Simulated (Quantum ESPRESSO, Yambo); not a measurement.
## A GW run on GaAs (F-43m) in Yambo, with inputs changed

What do changed inputs do to GW on GaAs (F-43m)?

Main program and level: Yambo 5.3.0; PBE and many-body steps on it, plane waves.

Most raw output is cut from this account.

### Step 1. The structure

It takes space group F-43m (No. 216, cubic). The conventional cell has a = 5.654 Å, b = 5.654 Å, c = 5.654 Å, α = 90.00°, β = 90.00°, γ = 90.00°. Nearest to Ga lie 4 As at 2.45 Å. Nearest to As lie 4 Ga at 2.45 Å. Farther neighbours are not listed.

Coordinates:

```xyz
2
Lattice="0.0000 2.8269 2.8269 2.8269 0.0000 2.8269 2.8269 2.8269 0.0000" Properties=species:S:1:pos:R:3 pbc="T T T"
Ga    0.0000    0.0000    0.0000
As    1.4134    1.4134    1.4134
```

The cell and positions come from the Crystallography Open Database and are kept as given unless a step says otherwise.

### Step 2. Base

This step: Yambo 5.3.0; G0W0 on PBE, plane waves, norm-conserving pseudopotentials.

Now the one-shot GW correction: screening in the RPA, then the self-energy of the levels asked for.

Input file gw2.in:

```
HF_and_locXC
gw0
dyson
ppa
em1d
rim_cut
RandQpts= 1000000
RandGvec= 1 RL
EXXRLvcs= 76 Ry
VXCRLvcs= 304 Ry
Chimod= "HARTREE"
% BndsRnXp
 1 | 132 |
%
NGsBlkXp= 10.5 Ry
% LongDrXp
 1 | 1 | 1 |
%
% GbndRnge
 1 | 132 |
%
DysSolver= "n"
ExtendOut
PPAPntXp= 27.21138 eV
% QPkrange
 1 | 1 | 13 | 16 |
%
```

Started as:

```
$ OMP_NUM_THREADS=1 mpirun -n 4 yambo -F gw2.in -J gw2 -C gw2 > gw2.log
```

Elapsed: 2 min, on 4 MPI ranks of Arm Neoverse N1, shared host; peak memory 1.6 GiB.

This step gave:

| Property | Result |
| --- | --- |
| G0W0 gap on the points computed | 1.119 eV |
| starting gap on the mesh | 0.5137 eV |
| k of the valence top | 0, 0, 0 |
| k of the conduction bottom | 0, 0, 0 |
| least direct G0W0 gap on the computed points | 1.119 eV |
| Z at the valence top | 0.7969 |
| Z at the conduction bottom | 0.7970 |

The gap on the mesh goes from 0.51 eV to 1.12 eV, a correction of +0.60 eV.

### Step 3. Field direction

Input file gw7.in:

```
HF_and_locXC
gw0
dyson
ppa
em1d
rim_cut
RandQpts= 1000000
RandGvec= 1 RL
EXXRLvcs= 76 Ry
VXCRLvcs= 304 Ry
Chimod= "HARTREE"
% BndsRnXp
 1 | 132 |
%
NGsBlkXp= 10.5 Ry
% LongDrXp
 1 | 0 | 0 |
%
% GbndRnge
 1 | 132 |
%
DysSolver= "n"
ExtendOut
PPAPntXp= 27.21138 eV
% QPkrange
 1 | 1 | 13 | 16 |
%
```

Started as:

```
$ OMP_NUM_THREADS=1 mpirun -n 4 yambo -F gw7.in -J gw7 -C gw7 > gw7.log
```

Run time: 2.3 min. Hardware: 4 MPI ranks; peak memory 1.6 GiB; 9.1 min of CPU time.

Numbers from this step:

```
G0W0 gap on the points computed              : 1.119 eV
starting gap on the mesh                     : 0.5137 eV
k of the valence top                         : 0, 0, 0
k of the conduction bottom                   : 0, 0, 0
least direct G0W0 gap on the computed points : 1.119 eV
Z at the valence top                         : 0.7969
Z at the conduction bottom                   : 0.7970
```

Against G0W0 in Yambo (4×4×4 mesh, 132 bands, screening to 142.9 eV, Godby-Needs plasmon pole), the gap moves by −0.0001 eV.

### Step 4. Cutoff typed in the wrong unit

Input file gw8.in:

```
HF_and_locXC
gw0
dyson
ppa
em1d
rim_cut
RandQpts= 1000000
RandGvec= 1 RL
EXXRLvcs= 76 Ry
VXCRLvcs= 304 Ry
Chimod= "HARTREE"
% BndsRnXp
 1 | 132 |
%
NGsBlkXp= 10.5 mRy
% LongDrXp
 1 | 1 | 1 |
%
% GbndRnge
 1 | 132 |
%
DysSolver= "n"
ExtendOut
PPAPntXp= 27.21138 eV
% QPkrange
 1 | 1 | 13 | 16 |
%
```

Started as:

```
$ OMP_NUM_THREADS=1 mpirun -n 4 yambo -F gw8.in -J gw8 -C gw8 > gw8.log
```

Run time: 94 s. Hardware: 4 MPI ranks; peak memory 1.6 GiB; 6.2 min of CPU time.

The run ended normally, though the input holds a fault or crude settings.

The fault put into this input: cutoff typed in the wrong unit. It printed a gap of 1.29 eV, an artefact of the input.

### Step 5. Side by side

Times are wall times on 4 MPI ranks of Arm Neoverse N1, shared host, good to a factor of about two.

| run | mesh | bands | screening cutoff (eV) | DFT gap (eV) | gap on the mesh (eV) | direct (eV) | time |
| --- | --- | --- | --- | --- | --- | --- | --- |
| base | 4×4×4 | 132 | 142.9 | 0.514 | 1.119 | 1.119 | 2 min |
| field direction | 4×4×4 | 132 | 142.9 | 0.514 | 1.119 | 1.119 | 2.3 min |

### Step 6. Results

```json
{"base": "1.119 eV", "field direction": "1.119 eV", "known limits": "not at the basis limit; exchange with frozen shells missing; no spin-orbit coupling; coarse k mesh"}
```

In words: Field direction: no change against base (keys changed: LongDrXp). Bands and cutoff are finite, so the gap is not at the basis limit. The miss can reach some tenths of an eV and take either sign; the mesh is an error of its own. In the G0W0 runs levels were corrected at 1 k point alone, so a gap called «on the mesh» is the least over those, and an edge elsewhere would be missed. The 4×4×4 mesh is coarse for this cell, which bears on the long-range parts of exchange and screening. The norm-conserving file of at least one element keeps a d shell over frozen s and p shells of the same row. Exchange with those shells is missing from the self-energy, an error of 0.3 to 0.9 eV in cases checked, whose sign depends on which edge lies on those atoms. The many-body steps are scalar-relativistic: spin-orbit coupling is not in them.

[Paths, hosts, dates, memory and timing lines, banners, echoed tables and standing remarks are left out of the program output.]

[Logs are printed without paths, hosts, clocks, repeated set-up lines and the standing remarks that a program may print on its own settings, such as how far it seeks lower states.]

[Runs of the session that timed out or met a known fault of the program may be left out.]

[Hosts, paths, dates, database ids (printed as entryN), source tags and the programs' standing remarks are cut or masked in the printed files.]
